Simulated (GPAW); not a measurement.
Runs of GPAW 26.7.0 on HfC. The structure is cubic, space group Fm-3m (No. 225). Conventional cell: a = 4.650 Å, b = 4.650 Å, c = 4.650 Å, α = 90.00°, β = 90.00°, γ = 90.00°. Around Hf (site symmetry m-3m) lie 6 C at 2.33 Å. C (site symmetry m-3m) is surrounded by 6 Hf at 2.33 Å. 

```tsv
task	level	spin	cell	optimizer	fmax	max steps	convergence	band path	gap on the mesh (eV)	pressure (GPa)	relaxed volume (Å³/atom)
relaxation of cell and atoms	PBEsol+D3(BJ)+ATM	off	relaxed	BFGS	0.02 eV/Å	60	density=1e-05 forces=0.0001	-	none	0.2	12.09
relaxation of cell and atoms	PBEsol+D4	off	relaxed	BFGS	0.02 eV/Å	60	density=1e-05 forces=0.0001	-	none	0.1	12.19
band structure	PBEsol	off	as given	-	-	-	-	GXWKGLUWLK,UX	-	-5.3	-
single point	PBEsol	off	atoms moved at random, drawn with an rms of 0.05 Å	-	-	-	-	-	none	-5.1	-
relaxation of cell and atoms	PBEsol	off	relaxed	BFGS	0.02 eV/Å	60	density=1e-05 forces=0.0001	-	none	0.1	(a)
band structure	PBEsol	SOC, no magnetisation	as given	-	-	-	-	GXWKGLUWLK,UX	-	-5.3	-
single point	PBEsol	off	as given	-	-	-	-	-	none	-5.3	-
relaxation of cell and atoms	PBEsol+D3	off	relaxed	BFGS	0.02 eV/Å	60	density=1e-05 forces=0.0001	-	none	0.2	(b)
relaxation of cell and atoms	PBEsol+D3(BJ)	off	relaxed	BFGS	0.02 eV/Å	60	density=1e-05 forces=0.0001	-	none	0.0	12.06
```

Alike in all rows: potentials or basis PAW data sets generated in the run's folder for this functional, pw; k mesh 10 × 10 × 10; cutoff (eV) 800; smearing fermi-dirac 0.05 eV.

Question: Estimate the missing entries.

Answer: (a) 12.29; (b) 12.12.

Caveats: later steps reuse the first step's grids (some runs); pairwise dispersion overbinds metals, which lowers pressure and volume (some runs); spin-orbit coupling is left out, which moves the levels of the heavy elements (some runs); spin-orbit coupling was added after a scalar SCF, so levels and gaps hold it while energy, forces, pressure and moments don't (some runs); this program's spin-orbit splittings come out too wide for heavy elements (some runs).

A k mesh can miss the band edges, and rows without SOC leave out spin-orbit coupling on Hf.

A gap of «none» marks a metal or a gap under the smearing width.
